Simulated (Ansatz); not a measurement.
TiAl3 in Ansatz: convergence with ecutfock ratio

TiAl3:

```
CELL_PARAMETERS angstrom
-1.91111 1.91111 4.28067
1.91111 -1.91111 4.28067
1.91111 1.91111 -4.28067
ATOMIC_POSITIONS crystal
Ti 0.00000 0.00000 0.00000
Al 0.25000 0.75000 0.50000
Al 0.75000 0.25000 0.50000
Al 0.50000 0.50000 0.00000
```

The cell comes from a database or a generator and needn't be the stable form of this composition.

```yaml
Program: Ansatz 0.2.0
Task: convergence study
Functional: HSE06
Potentials_or_basis: Ansatz PAW
Cutoff: 420 eV
Density_cutoff: 1680 eV
k_mesh: 5 × 5 × 5
Occupations: fermi-dirac, width 0.1 eV
Spin: no spin polarisation
```

These are the settings of the first run; the series varies ecutfock ratio, with any setting tied to it.

Hardware: 2 threads of Intel(R) Xeon(R) Platinum 8259CL CPU @ 2.50GHz (Skylake/Cascade Lake) (shared host).

| ecutfock ratio | energy less the tightest run, at zero smearing (meV/atom) | SCF cycles | CPU time (s) | peak memory (GiB) |
| --- | --- | --- | --- | --- |
| 1 | 2.38 | 24 | 56 | 1.1 |
| 2 | -0.01 | 24 | 73 | 1.3 |
| 3 | 0.00 | 24 | 85 | 1.5 |
| 4 | 0.00 | 24 | 85 | 1.5 |

Against the tightest run, the energy stays within 1 meV/atom from 2 on. The tightest run that finished is the yardstick and may itself not be fully converged.

Caveat, for the tightest run too: the k mesh is coarse (spacing up to 0.46 Å⁻¹), so the values aren't converged, least of all with exact exchange.
